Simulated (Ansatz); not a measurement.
# The stack of H-CC-F chair under graphene, upper layer turned by 180° between two gates, part 3 of 3

Aim: screening and gap of the neutral stack of H-CC-F chair under graphene, upper layer turned by 180° between oppositely charged gates.

Ansatz 0.2.0; plane-wave DFT, PBE-D3(BJ), Ansatz PAW.

So far. Step 7 (Gated layer, displacement field 3.62 V/nm): There is no gap.

## (8) Gated layer, displacement field -1.81 V/nm

input.yaml reads:

```yaml
crystal:
  lattice:
    - [2.5074045609, 0.0, 0.0]
    - [-1.2537022804, 2.1714760473, 0.0]
    - [0.0, 0.0, 41.2798853424]
  atoms:
    - { symbol: F, position: [0.6666666667, 0.3333333333, 0.4324139918] }
    - { symbol: C, position: [0.6666666667, 0.3333333333, 0.4656925121] }
    - { symbol: C, position: [0.3333333333, 0.6666666667, 0.4773880806] }
    - { symbol: H, position: [0.3333333333, 0.6666666667, 0.5040859377] }
    - { symbol: C, position: [0.6666666667, 0.3333333333, 0.5675860082] }
    - { symbol: C, position: [0.0, 0.0, 0.5675858623] }
  periodic: [true, true, false]
  symmetry: { detect: true }
kpoints:
  mp_grid: { grid: [66, 66, 1] }
  band_path:
    path: [[0, 0, 0], [0.5, 0, 0], [0.33333333, 0.33333333, 0], [0, 0, 0]]
    npoints: 16
hamiltonian:
  xc: pbe
  dispersion: d3bj
scf:
  occupations: { method: fermi_dirac, width: 0.02585 }
  convergence: { dr2_threshold: 1.0e-10 }
output:
  forces: true
  eigenvalues: true
  dos: { projected: true, e_range: [-3, 3], de: 0.01 }
  write_potential: true
  write_density: true
  volumetric_format: npy
  elf: true
external_charges:
  - { charge: 0, barrier: 10, axis: 3, height: 25.93, sigma: 0.25 }
  - { charge: 0.005445, axis: 3, height: 27.43, sigma: 0.33 }
  - { charge: 0, barrier: 10, axis: 3, height: 15.35, sigma: 0.25 }
  - { charge: -0.005445, axis: 3, height: 13.85, sigma: 0.33 }
```

Run with:

```
$ ansatz run input.yaml --threads 4 --pin off --max-ram 6144MiB --backend cpu --events-out ev --progress --plain --runs-dir out
```

Numbers of over 12 decimals in the logs are rounded to 6 here.

What it wrote:

```text
[...]
Crystal: 6 atoms, lattice volume = 224.759 Å³
Basis set: ecut = 420 eV, 4379 PW (Γ), exchange–correlation on 36×36×576 points (8 copies of the dense FFT grid, shifted against one another)
Bands: 18, of which v1, the nominal top of the filled ones, is band 12 counted from 1 (11 counted from 0)
Symmetry: 6 space group operations
[...]
k-points: 397 of 4356 (time reversal used)
[...]
--- Band table (eV; the first three rows and the last of 397) ---
  k-point 0: bands = [... 8 lower, -9.0523, -9.0523, -6.0300, -6.0300, -2.4680, -0.0099, 1.3926, 1.3926, ... 2 higher]
  k-point 1: bands = [... 8 lower, -9.0657, -9.0575, -6.0502, -6.0378, -2.4598, -0.0018, 1.3958, 1.4152, ... 2 higher]
  k-point 2: bands = [... 8 lower, -9.1055, -9.0727, -6.1094, -6.0605, -2.4356, 0.0221, 1.4049, 1.4827, ... 2 higher]
  k-point 396: bands = [... 8 lower, -12.1644, -9.6144, -8.7079, -6.6527, -6.6521, 2.0263, 2.3645, 2.8934, ... 2 higher]
[key lines of the parts left out:]
SCF converged after 17 iterations
Free energy (F): -1827.490523 eV
Fermi energy:    -6.092189 eV
```

Wall time 52 s (4 threads of AMD EPYC 7R13 (Zen 3), shared host); peak memory 1.6 GiB.

The density of states has structure finer than the step of the table below, so its rows give means over 0.1 eV, whole bins alone (the curve runs from -3 to 1.99 eV). Peaks (eV: height): -2.56: 2.88, -2.34: 1.91, -2.22: 1.85, -1.59: 2.42, 1.11: 1.19.

Table of density of states by energy, zero at the Fermi level; means over each step:

```csv
energy (eV),density of states (states/eV a cell)
-2.9,1.68
-2.8,1.55
-2.7,1.20
-2.6,2.00
-2.5,1.58
-2.4,1.34
-2.3,1.63
-2.2,1.69
-2.1,1.53
-2.0,1.50
-1.9,1.50
-1.8,1.55
-1.7,1.68
-1.6,2.10
-1.5,1.64
-1.4,1.29
-1.3,1.09
-1.2,0.949
-1.1,0.834
-1.0,0.741
-0.9,0.661
-0.8,0.592
-0.7,0.529
-0.6,0.477
-0.5,0.443
-0.4,0.422
-0.3,0.411
-0.2,0.396
-0.1,0.391
0.0,0.385
0.1,0.118
0.2,0.105
0.3,0.122
0.4,0.141
0.5,0.165
0.6,0.192
0.7,0.224
0.8,0.270
0.9,0.333
1.0,0.449
1.1,0.799
1.2,0.587
1.3,0.477
1.4,0.424
1.5,0.390
1.6,0.364
1.7,0.345
1.8,0.330
1.9,0.316
```

There is no gap.

## (9) The series together

This step: plane-wave DFT, PBE-D3(BJ), Ansatz PAW; response to a displacement field between two gates (Ansatz 0.2.0).

The potential behind each gate is read from every run and counted from the uncharged case.

This step gave:

```yaml
electrostatic_distance_between_the_gates: 7.124 Å
geometric_distance_between_the_gates: 13.58 Å
```

Electron's potential behind the upper gate less behind the lower, less the value without field. Step of the electron's potential energy between the gates against displacement field D/eps0:

```csv
displacement field D/eps0 (V/nm),step of the electron's potential energy between the gates (eV)
-1.81,-1.29
0.00,0
0.90,0.641
1.81,1.28
2.71,1.93
3.62,2.58
```

By hand: 3.62 V/nm over the 13.58 Å between the sheets would give 4.91 V in vacuum; the run has 2.58 V, as over 7.12 Å.

## (10) Varying the input

This step: plane-wave DFT, PBE-D3(BJ), Ansatz PAW (Ansatz 0.2.0).

A run with a changed input: it repeats the earlier run at 0.905 V/nm with scf.occupations.method from fermi_dirac to methfessel_paxton and scf.occupations.width from 0.02585 to 0.01.

input.yaml, the sections that differ from step 8:

```yaml
scf:
  occupations: { method: methfessel_paxton, width: 0.01 }
  convergence: { dr2_threshold: 1.0e-10 }
output:
  forces: true
  eigenvalues: true
  write_potential: true
  write_density: true
  volumetric_format: npy
external_charges:
  - { charge: 0, barrier: 10, axis: 3, height: 25.93, sigma: 0.25 }
  - { charge: -0.002722, axis: 3, height: 27.43, sigma: 0.33 }
  - { charge: 0, barrier: 10, axis: 3, height: 15.35, sigma: 0.25 }
  - { charge: 0.002722, axis: 3, height: 13.85, sigma: 0.33 }
# crystal, kpoints, hamiltonian: as in step 8
```

What it wrote:

```text
[...]
Crystal: 6 atoms, lattice volume = 224.759 Å³
Basis set: ecut = 420 eV, 4379 PW (Γ), exchange–correlation on 36×36×576 points (8 copies of the dense FFT grid, shifted against one another)
Bands: 18, of which v1, the nominal top of the filled ones, is band 12 counted from 1 (11 counted from 0)
Symmetry: 6 space group operations
[...]
k-points: 397 of 4356 (time reversal used)
[...]
SCF iter   1: F=—  HF=-1829.773430 eV  |F-HF|=—  |Δ(HF+E_count)|=         —  Δρ=6.04e-2  dr2=6.56e0  ethr=3.10e-3  ⟨swp⟩=13.9  Hψ=75724  notcnv=0
[...]
SCF iter  26: F=-1827.529078 eV  HF=-1827.529078 eV  |F-HF|=1.02e-10  |Δ(HF+E_count)|=  1.69e-10  S|Δr|=    0.00e0  Δρ=4.49e-8  dr2=2.45e-11  ethr=1.00e-12  ⟨swp⟩=22.8  Hψ=76664  notcnv=0
SCF 1 converged in 26 iterations: F = -1827.529078 eV  dr2 = 2.45e-11
[...]
SCF converged after 26 iterations
Stability not checked: this state was not tested for a lower state beside it, because cold or Methfessel-Paxton smearing, or corrected tetrahedra, fill the levels in a way that the test cannot read (fill_not_monotonic; see scf.lower_state_search)
Free energy (F): -1827.529078 eV
[...]
Internal energy: -1827.529068 eV  (E = F + TS)
E sigma→0 (E₀):  -1827.529076 eV
Entropy (-TS):   -0.000010 eV (-0.002 meV/atom)
Fermi energy:    -6.033849 eV
Step filling:    the computed levels leave a gap of 0.0054 eV = 0.5 smearing widths at the electron count; against every level under it full and every level over it empty, smearing changes F+E_penalty+E_count by -2.95e-3 meV and its σ→0 estimate by -5.24e-4 meV
[...]
--- Forces (eV/Å), atoms and charges each counted from 1 ---
  atom   1  F     -0.00000000     0.00000000    -0.02250521
  atom   2  C     -0.00000000    -0.00000000     0.02633361
  atom   3  C      0.00000000     0.00000000     0.00801720
  atom   4  H     -0.00000000    -0.00000000    -0.00586128
  atom   5  C      0.00000000     0.00000000    -0.02726248
  atom   6  C     -0.00000000    -0.00000000    -0.02723121
  external charge   1     0.00000000     0.00000000     0.05338378
  external charge   2     0.00000000     0.00000000    -0.00012345
  external charge   3     0.00000000     0.00000000    -0.00488011
  external charge   4     0.00000000     0.00000000     0.00012293
  max |Σ_I F_I| component, the external charges' with the atoms': 6.21e-6 eV/Å
--- Band table (eV; the first three rows and the last of 397) ---
  k-point 0: bands = [... 8 lower, -9.0266, -9.0266, -5.9825, -5.9825, -2.3524, 0.2762, 1.5422, 1.5422, ... 2 higher]
  k-point 1: bands = [... 8 lower, -9.0398, -9.0317, -6.0028, -5.9904, -2.3441, 0.2842, 1.5455, 1.5648, ... 2 higher]
  k-point 2: bands = [... 8 lower, -9.0788, -9.0467, -6.0627, -6.0134, -2.3194, 0.3078, 1.5548, 1.6322, ... 2 higher]
  k-point 396: bands = [... 8 lower, -12.1120, -9.6047, -8.6853, -6.4945, -6.4938, 2.0770, 2.4384, 3.0179, ... 2 higher]
```

The job ended after 62 s (4 threads; peak memory 1.6 GiB).

This step gave:

- potential beyond the upper barrier and gate, less the barrier, from the Fermi level: 4.115 eV

The electronic bands at the labelled points (eV, zero at the Fermi level):

```csv
point,band 9,band 10,band 11,band 12,band 13,band 14,band 15,band 16
Γ,-2.99,-2.99,0.05,0.05,3.68,6.31,7.58,7.58
halfway,-4.72,-4.11,-2.51,-1.04,5.30,6.46,6.99,7.24
M,-5.11,-3.38,-2.73,-1.62,1.21,6.37,6.45,7.22
halfway,-5.85,-3.38,-2.28,-2.15,0.96,7.02,8.84,9.12
K,-6.08,-3.57,-2.65,-0.46,-0.46,8.11,8.47,9.05
halfway,-5.46,-4.49,-2.59,-1.69,5.63,5.87,7.80,8.89
Γ,-2.99,-2.99,0.05,0.05,3.68,6.31,7.58,7.58
```

```csv
quantity,this run,earlier run,difference
"potential beyond the upper barrier and gate, less the barrier, from the Fermi level (eV)",4.115,4.119,-0.0040
```

Nothing in the table moves by 0.01 in its unit. The run took 26 SCF cycles against 17.

Of the bands kept, 3 cross the Fermi level on this path.

## (11) Varying the input

Another changed input: it repeats the earlier run at 0.905 V/nm with scf.convergence.dr2_threshold from 1e-10 to 0.0001.

input.yaml, as its differences from that of step 10:

```diff
@@ -23,4 +23,4 @@
 scf:
-  occupations: { method: methfessel_paxton, width: 0.01 }
-  convergence: { dr2_threshold: 1.0e-10 }
+  occupations: { method: fermi_dirac, width: 0.02585 }
+  convergence: { dr2_threshold: 0.0001 }
 output:
```

What it wrote:

```text
Warning: scf.convergence.dr2_threshold = 1e-4 eV is looser than this run's default, which is 1e-7 eV or tighter. The error in the forces grows as the threshold's square root, so leave the key out unless less accurate forces are enough
[...]
Crystal: 6 atoms, lattice volume = 224.759 Å³
Basis set: ecut = 420 eV, 4379 PW (Γ), exchange–correlation on 36×36×576 points (8 copies of the dense FFT grid, shifted against one another)
Bands: 18, of which v1, the nominal top of the filled ones, is band 12 counted from 1 (11 counted from 0)
Symmetry: 6 space group operations
[...]
k-points: 397 of 4356 (time reversal used)
[...]
SCF iter   1: F=—  HF=-1829.773460 eV  |F-HF|=—  |Δ(HF+E_count)|=         —  Δρ=6.04e-2  dr2=6.56e0  ethr=3.10e-3  ⟨swp⟩=13.9  Hψ=75771  notcnv=0
[...]
SCF iter  11: F=-1827.529421 eV  HF=-1827.529491 eV  |F-HF|=6.99e-5  |Δ(HF+E_count)|=   9.23e-5  Δρ=4.36e-5  dr2=7.12e-5  ethr=4.17e-7  ⟨swp⟩=30.9  Hψ=116357  notcnv=0
SCF 1 converged in 11 iterations: F = -1827.529421 eV  dr2 = 7.12e-5
  Residual-converged pass: ⟨swp⟩=1.0  Hψ=8750  notcnv=0  max |occ|·‖R‖ = 7.1e-9 eV (tolerance 1.0e-8 eV)  dr2=7.12e-5  dr2_onsite=4.92e-8  max |Δocc| = 3.8e-10
[...]
SCF converged after 11 iterations
Free energy (F): -1827.529421 eV
[...]
Internal energy: -1827.528725 eV  (E = F + TS)
E sigma→0 (E₀):  -1827.529073 eV
Entropy (-TS):   -0.000696 eV (-0.116 meV/atom)
Fermi energy:    -6.026268 eV
[...]
--- Forces (eV/Å), atoms and charges each counted from 1 ---
  atom   1  F      0.00000000     0.00000000    -0.02255024
  atom   2  C      0.00000000    -0.00000000     0.02063452
  atom   3  C      0.00000000     0.00000000     0.01203398
  atom   4  H      0.00000000    -0.00000000    -0.00443837
  atom   5  C      0.00000000     0.00000000    -0.02832191
  atom   6  C      0.00000000    -0.00000000    -0.02828968
  external charge   1     0.00000000     0.00000000     0.05339152
  external charge   2     0.00000000     0.00000000    -0.00012345
  external charge   3     0.00000000     0.00000000    -0.00488016
  external charge   4     0.00000000     0.00000000     0.00012293
  max |Σ_I F_I| component, the external charges' with the atoms': 2.42e-3 eV/Å
--- Band table (eV; the first three rows and the last of 397) ---
  k-point 0: bands = [... 8 lower, -9.0267, -9.0267, -5.9823, -5.9823, -2.3523, 0.2772, 1.5425, 1.5425, ... 2 higher]
  k-point 1: bands = [... 8 lower, -9.0399, -9.0318, -6.0027, -5.9903, -2.3440, 0.2851, 1.5458, 1.5651, ... 2 higher]
  k-point 2: bands = [... 8 lower, -9.0789, -9.0467, -6.0625, -6.0133, -2.3193, 0.3087, 1.5551, 1.6326, ... 2 higher]
  k-point 396: bands = [... 8 lower, -12.1120, -9.6050, -8.6855, -6.4942, -6.4936, 2.0773, 2.4387, 3.0178, ... 2 higher]
```

It took 50 s on 4 threads; peak memory 1.6 GiB.

```csv
quantity,this run,earlier run,difference
"potential beyond the upper barrier and gate, less the barrier, from the Fermi level (eV)",4.108,4.119,-0.011
```

It moves by -0.0113 eV.

The change shows in the results, which are not taken further.

## (12) Outcome

- gap with uncharged gates: none
- electrostatic distance between the gates: 7.12 Å
- geometric distance between the gates: 13.6 Å
- gap at 3.62 V/nm: none

The stack has no gap, with or without a field of 3.6 V/nm. The layers screen the field: the voltage is that of a vacuum gap 6.5 Å narrower than the real distance. The gates are charged sheets behind model barriers, not atoms. Gaps are the smaller of those on the path and on the mesh; band edges between these points would make them smaller still.

[Logs are printed without paths, hosts, clocks, repeated set-up lines and the standing remarks that a program may print on its own settings, such as how far it seeks lower states.]

[Hosts, paths, dates, database ids (printed as entryN), source tags and the programs' standing remarks are cut or masked in the printed files.]

[Maps of the electrostatic potential energy from Ansatz leave out the sawtooth potential of an applied field or a dipole correction, so their vacuum need not be flat; planar profiles and work functions include it.]

[The density of states shown here was stored with 400 of the rows of the run's finer table, so its peaks can read low, often by over a quarter, or be missed, and its means over a window can be off by a tenth or more.]
